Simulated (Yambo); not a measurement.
# BN (F-43m) in Yambo: notebook, part 2 of 3

Yambo 5.3.0. Earlier steps stand in the parts before.

## Step 4: Optical spectrum, PBEsol

File optics3.in:

```
optics
chi
tddft
Chimod= "LRC"
% BndsRnXd
 1 | 29 |
%
NGsBlkXd= 3 Ry
% LongDrXd
 1 | 0 | 0 |
%
% QpntsRXd
 1 | 1 |
%
% EnRngeXd
 0 | 20 | eV
%
% DmRngeXd
 0.1 | 0.1 | eV
%
ETStpsXd= 200
LRC_alpha= -0.2
```

File scf.in:

```
&CONTROL
  calculation = 'scf'
  prefix = 'pwscf'
  outdir = './tmp'
  pseudo_dir = './pseudo'
/
&SYSTEM
  ibrav = 0
  nat = 2
  ntyp = 2
  ecutwfc = 84
  nbnd = 9
  occupations = 'smearing'
  smearing = 'fd'
  degauss = 0.00367493
  force_symmorphic = .true.
/
&ELECTRONS
  conv_thr = 4d-10
  electron_maxstep = 120
  mixing_beta = 0.5
/
ATOMIC_SPECIES
N     14.0070 N.upf
B     10.8100 B.upf
CELL_PARAMETERS angstrom
   0.0000000000    1.8130010000    1.8130010000
   1.8130010000    0.0000000000    1.8130010000
   1.8130010000    1.8130010000    0.0000000000
ATOMIC_POSITIONS crystal
N      0.2500000000    0.2500000000    0.2500000000
B      0.0000000000    0.0000000000    0.0000000000
K_POINTS automatic
12 12 12 0 0 0
```

File nscf.in:

```
&CONTROL
  calculation = 'nscf'
  prefix = 'pwscf'
  outdir = './tmp'
  pseudo_dir = './pseudo'
/
&SYSTEM
  ibrav = 0
  nat = 2
  ntyp = 2
  ecutwfc = 84
  nbnd = 34
  occupations = 'fixed'
  force_symmorphic = .true.
/
&ELECTRONS
  conv_thr = 1d-08
  diago_full_acc = .true.
  diago_thr_init = 1d-06
/
ATOMIC_SPECIES
N     14.0070 N.upf
B     10.8100 B.upf
CELL_PARAMETERS angstrom
   0.0000000000    1.8130010000    1.8130010000
   1.8130010000    0.0000000000    1.8130010000
   1.8130010000    1.8130010000    0.0000000000
ATOMIC_POSITIONS crystal
N      0.2500000000    0.2500000000    0.2500000000
B      0.0000000000    0.0000000000    0.0000000000
K_POINTS automatic
12 12 12 0 0 0
```

Potentials or basis: PseudoDojo 0.4.1 SR PBEsol standard.

The run is started by

```
$ OMP_NUM_THREADS=1 pw.x -in scf.in > scf.out
$ OMP_NUM_THREADS=1 pw.x -in nscf.in > nscf.out
$ cd tmp/pwscf.save; p2y; mv SAVE ../..; cd ../..
$ OMP_NUM_THREADS=1 yambo
$ OMP_NUM_THREADS=1 yambo -F optics3.in -J optics3 -C optics3_out
```

Yambo's report:

```text
[... sections 02.01 to 02.04 as in the set-up run ...]

  [02.05] Energies & Occupations
  ==============================

  [X] === General ===
  [X] Electronic Temperature                        :  0.000000  0.000000 [eV K]
  [X] Bosonic    Temperature                        :  0.000000  0.000000 [eV K]
  [X] Finite Temperature mode                       : no
  [X] El. density                                   :  0.67122E+24 [cm-3]
  [X] Fermi Level                                   :  10.98223 [eV]

  [X] === Gaps and Widths ===
  [X] Conduction Band Min                           :  4.330545 [eV]
  [X] Valence Band Max                              :  0.000000 [eV]
  [X] Filled Bands                                  :   4
  [X] Empty Bands                                   :    5   34
  [X] Direct Gap                                    :  8.782908 [eV]
  [X] Direct Gap localized at k                     :  1
  [X] Indirect Gap                                  :  4.330545 [eV]
  [X] Indirect Gap between kpts                     :    1   43
  [X] Last valence band width                       :  6.518579 [eV]
  [X] 1st conduction band width                     :  6.062873 [eV]

 [03] Transferred momenta grid and indexing
 ==========================================

 IBZ Q-points                                      :   72
 BZ  Q-points                                      :  1728

 K/Q-points units:
 rlu = crystal or reduced units; cc = cartesian coordinates; iku = interal k-units

 Q [ 1]         [rlu]:  0.000000  0.000000  0.000000
 Q [ 2]         [rlu]: -0.26268E-17 -0.26268E-17  0.83333E-01
 Q [ 3]         [rlu]: -0.52535E-17 -0.52535E-17  0.16667
 Q [ 4]         [rlu]:  0.28558E-17  0.28558E-17  0.25000
 Q [ 5]         [rlu]: -0.10507E-16 -0.10507E-16  0.33333
 Q [ 6]         [rlu]: -0.16276E-16  0.39236E-16  0.41667
 Q [ 7]         [rlu]: -0.57115E-17 -0.57115E-17 -0.50000
 Q [ 8]         [rlu]: -0.93713E-17  0.83333E-01  0.83333E-01
 Q [ 9]         [rlu]: -0.32551E-17  0.83333E-01  0.16667
 Q [10]         [rlu]: -0.52535E-17  0.83333E-01  0.25000
 Q [11]         [rlu]: -0.11022E-16  0.83333E-01  0.33333
 Q [12]         [rlu]: -0.15534E-16  0.83333E-01  0.41667
 Q [13]         [rlu]: -0.16276E-16  0.83333E-01  0.50000
 Q [14]         [rlu]:  0.14504E-16  0.83333E-01 -0.41667
 Q [15]         [rlu]: -0.39399E-17  0.83333E-01 -0.33333
[... 33 lines left out ...]
 Q [49]         [rlu]:  0.083333  0.250000  0.333333
 Q [50]         [rlu]:  0.083333  0.250000  0.416667

 Remaining 22 points informations can be written running with -fatlog

 [WARNING] [Xd] User bands 1-29 break level degeneracy

 [04] Dipoles
 ============

  [04.01] Setup: observables and procedures
  =========================================

  [WF-Oscillators/G space/Transverse up loader] Normalization (few states)  min/max  :  0.26930E-16   1.0000

  [WR./optics3//ndb.dipoles]------------------------------------------------------
   Brillouin Zone Q/K grids (IBZ/BZ)                :    72  1728    72  1728
   RL vectors                                       :  1459 [WF]
   Fragmentation                                    : yes
   Electronic Temperature                           :  0.000000 [K]
   Bosonic    Temperature                           :  0.000000 [K]
   DIP band range                                   :   1  29
   DIP band range limits                            :   4   5
   DIP e/h energy range                             : -1.000000 -1.000000 [eV]
   RL vectors in the sum                            :  1459
   [r,Vnl] included                                 : yes
   Bands ordered                                    : yes
   Direct v evaluation                              : no
   Approach used                                    : G-space v
   Dipoles computed                                 : R V P [G-space]
   Wavefunctions                                    : Perdew, Burke & Ernzerhof SOL(X)+Perdew, Burke & Ernzerhof SOL(C)

  [WARNING] [r,Vnl^pseudo] included in position and velocity dipoles.

  [WARNING] In case H contains other non local terms, these are neglected

 [05] Optics
 ===========

 [X-CG] R(p) Tot o/o(of R):    6414  172800     100
```

o-optics3.eps_q1_inv_LRC_dyson:

```text
# Absorption @ Q(1):   1.00000000      0.00000000      0.00000000    [q->0 direction]
#
# [ X ] Hartree size                              :  15
# [GEN] GF Energies                               : Perdew, Burke & Ernzerhof SOL(X)+Perdew, Burke & Ernzerhof SOL(C)
# [GEN] Green`s Function                          : T-ordered
#
# [GEN] Gauge                                     : Length
# [GEN] [r,Vnl] included                          : yes
#
#    E[1] [eV]          Im(eps)            Re(eps)            Im(eps_o)          Re(eps_o)
#
        0.000000           0.030642           4.747545           0.029409           4.722077
        0.100503           0.030649           4.747804           0.029416           4.722324
        0.201005           0.030669           4.748582           0.029435           4.723066
        0.301508           0.030704           4.749880           0.029467           4.724304
        0.402010           0.030752           4.751699           0.029512           4.726038
        0.502513           0.030815           4.754040           0.029570           4.728270
[... 192 lines left out ...]
        19.89950           1.047543          -1.385490           1.067573          -1.520871
        20.00000           0.752530          -1.249797           0.761719          -1.341193
#
```

Wall time 28 s (1 thread of Arm Neoverse V1, shared host); peak memory 0.34 GiB.

What came out:

| Item | Value |
| --- | --- |
| Band gap on the k mesh, mean-field level | 4.33 eV, indirect (least direct gap 8.78 eV) |
| Electronic dielectric constant along the field | 4.75 |
| Electronic dielectric constant along the field, independent particles | 4.72 |

Dielectric function (along the field direction of the input):
```csv
energy (eV),real part,imaginary part
0.30,4.75,0.03
0.80,4.76,0.03
1.31,4.79,0.03
1.81,4.83,0.03
2.31,4.89,0.03
2.81,4.96,0.04
3.32,5.06,0.04
3.82,5.17,0.04
4.32,5.31,0.05
4.82,5.48,0.05
5.33,5.69,0.06
5.83,5.96,0.07
6.33,6.29,0.09
6.83,6.71,0.11
7.34,7.28,0.15
7.84,8.10,0.21
8.34,9.44,0.38
8.84,11.97,1.64
9.35,11.75,6.47
9.85,11.87,8.89
10.35,7.80,10.31
10.85,6.70,11.70
11.36,4.97,18.90
11.86,0.13,15.04
12.36,-3.84,13.19
12.86,-2.12,9.07
13.37,-5.05,7.60
13.87,-2.82,3.68
14.37,-1.19,4.96
14.87,-1.41,4.24
15.38,-2.20,6.33
15.88,-1.63,5.17
16.38,-3.44,2.47
16.88,-2.36,2.44
17.39,-2.03,2.32
17.89,-1.27,1.21
18.39,-1.26,1.89
18.89,-1.39,1.39
19.40,-1.05,1.09
20.00,-1.25,0.75
```

Caveat: the long-range kernel's strength is typed, not fitted to the crystal's screening; spectra need much finer meshes, so this one isn't converged; independent-particle spectra lack excitons.

## Step 5: Optical spectrum by the Bethe-Salpeter equation, PBEsol

File bse4.in:

```
optics
bse
bss
rim_cut
RandQpts= 1000000
RandGvec= 50 RL
BSKmod= "HARTREE"
BSEmod= "retarded"
BSSmod= "h"
% BSEQptR
 1 | 1 |
%
% BSEBands
 2 | 7 |
%
BSENGexx= 20 Ry
% BEnRange
 0 | 20 | eV
%
% BDmRange
 0.1 | 0.1 | eV
%
BEnSteps= 200
% BLongDir
 1 | 0 | 0 |
%
BSEprop= "abs"
BSHayTrs= -0.02
```

scf.in is that of step 4.

nscf.in is that of step 4.

Potentials or basis: PseudoDojo 0.4.1 SR PBEsol standard.

The run is started by

```
$ OMP_NUM_THREADS=1 pw.x -in scf.in > scf.out
$ OMP_NUM_THREADS=1 pw.x -in nscf.in > nscf.out
$ cd tmp/pwscf.save; p2y; mv SAVE ../..; cd ../..
$ OMP_NUM_THREADS=1 yambo
$ OMP_NUM_THREADS=1 yambo -F bse4.in -J bse4 -C bse4_out
```

Yambo's report:

```text
[... sections 02.01 to 02.04 as in the set-up run ...]

  [02.05] Energies & Occupations
  ==============================

  [X] === General ===
  [X] Electronic Temperature                        :  0.000000  0.000000 [eV K]
  [X] Bosonic    Temperature                        :  0.000000  0.000000 [eV K]
  [X] Finite Temperature mode                       : no
  [X] El. density                                   :  0.67122E+24 [cm-3]
  [X] Fermi Level                                   :  10.98223 [eV]

  [X] === Gaps and Widths ===
  [X] Conduction Band Min                           :  4.330545 [eV]
  [X] Valence Band Max                              :  0.000000 [eV]
  [X] Filled Bands                                  :   4
  [X] Empty Bands                                   :    5   34
  [X] Direct Gap                                    :  8.782908 [eV]
  [X] Direct Gap localized at k                     :  1
  [X] Indirect Gap                                  :  4.330545 [eV]
  [X] Indirect Gap between kpts                     :    1   43
  [X] Last valence band width                       :  6.518579 [eV]
  [X] 1st conduction band width                     :  6.062873 [eV]

 [03] Transferred momenta grid and indexing
 ==========================================

 IBZ Q-points                                      :   72
 BZ  Q-points                                      :  1728

 K/Q-points units:
 rlu = crystal or reduced units; cc = cartesian coordinates; iku = interal k-units

 Q [ 1]         [rlu]:  0.000000  0.000000  0.000000
[... 166 lines left out ...]

   [BSK] Transition groups (total):   72
   [BSK] Size (resonant):  15552
   [BSK]         (total):  15552
   [BSK] N. of matrices :  1

   [06.01.03] Loading Dipoles @q1
   ==============================

   [06.01.04] Independent Particles properties @q1
   ===============================================

   [06.01.05] BSE Kernel @q1 (Resonant EXCHANGE)
   =============================================

   [BSE] Exchange components :  137

   [06.01.06] Main kernel loop
   ===========================

   [WR./bse4//ndb.BS_Q1_CPU_0]-----------------------------------------------------
    Brillouin Zone Q/K grids (IBZ/BZ)                :    72  1728    72  1728
    RL vectors                                       :  1459 [WF]
    Coulomb cutoff potential                         : none
    Parallel CPUs
    Parallel Roles
    Fragmentation                                    : no
    BS kernel          wavefunctions                 : Perdew, Burke & Ernzerhof SOL(X)+Perdew, Burke & Ernzerhof SOL(C)
    Static diel. fun.  energies                      : Perdew, Burke & Ernzerhof SOL(X)+Perdew, Burke & Ernzerhof SOL(C)
    wavefunctions                                    : Perdew, Burke & Ernzerhof SOL(X)+Perdew, Burke & Ernzerhof SOL(C)
    [K] Identifier                                   :   8432
    [K] Dimension                                    :  15552
    [K] Bands                                        :   2   7
    [K] Exchange                                     : yes [res]
    [K] Correlation                                  : no [res]
    [K] Kernel`s coupling                            : no
    [K] Exchange                                     : no [cpl]
    [K] Correlation                                  : no [cpl]
    [K] W interaction is bare                        : no
    [K] ALDA kernel in R-space                       : no
    [K] RL vectors                                   :  137 [exchange]
    [K] E/h energy range                             : -1.000000 -1.000000 [eV]
    [K] Coupling range                               :  100.0000  100.0000 [o/o]
    [K] Kernel long-range exchange                   : BAR

  [06.02] BSE solver(s) @q1
  =========================

  [06.03] Haydock Solver in the optics basis @q1 using the hermitian scheme
  =========================================================================

  Accuracy (requested)      : -0.020000 [o/o]
  Accuracy (reached)        :  0.019951 [o/o]
  Iterations                :  175
```

Wall time 3.5 min (1 thread of Arm Neoverse V1, shared host); peak memory 2.2 GiB.

Results:

| Item | Value |
| --- | --- |
| Band gap on the k mesh, mean-field level | 4.33 eV, indirect (least direct gap 8.78 eV) |

Dielectric function (along the field direction of the input):
| energy (eV) | real part | imaginary part |
| --- | --- | --- |
| 0.30 | 4.19 | 0.00 |
| 0.80 | 4.20 | 0.00 |
| 1.31 | 4.23 | 0.01 |
| 1.81 | 4.26 | 0.01 |
| 2.31 | 4.31 | 0.01 |
| 2.81 | 4.37 | 0.01 |
| 3.32 | 4.44 | 0.02 |
| 3.82 | 4.54 | 0.02 |
| 4.32 | 4.65 | 0.02 |
| 4.82 | 4.79 | 0.03 |
| 5.33 | 4.95 | 0.04 |
| 5.83 | 5.16 | 0.05 |
| 6.33 | 5.42 | 0.06 |
| 6.83 | 5.74 | 0.07 |
| 7.34 | 6.17 | 0.10 |
| 7.84 | 6.77 | 0.14 |
| 8.34 | 7.71 | 0.25 |
| 8.84 | 9.37 | 1.04 |
| 9.35 | 9.60 | 4.05 |
| 9.85 | 10.01 | 5.27 |
| 10.35 | 7.89 | 7.15 |
| 10.85 | 7.58 | 8.00 |
| 11.36 | 10.22 | 12.08 |
| 11.86 | 5.91 | 13.17 |
| 12.36 | 1.66 | 14.93 |
| 12.86 | 0.78 | 9.75 |
| 13.37 | -3.57 | 11.02 |
| 13.87 | -3.49 | 4.77 |
| 14.37 | -1.18 | 5.29 |
| 14.87 | -1.03 | 5.10 |
| 15.38 | -1.15 | 7.51 |
| 15.88 | -0.89 | 5.83 |
| 16.38 | -4.80 | 3.44 |
| 16.88 | -2.97 | 3.20 |
| 17.39 | -2.88 | 2.94 |
| 17.89 | -2.20 | 1.17 |
| 18.39 | -1.72 | 1.78 |
| 18.89 | -2.13 | 1.53 |
| 19.40 | -1.85 | 1.36 |
| 20.00 | -2.23 | 0.74 |

Caveat: spectra need much finer meshes, so this one isn't converged.

(Part 2 of 3 ends here.)
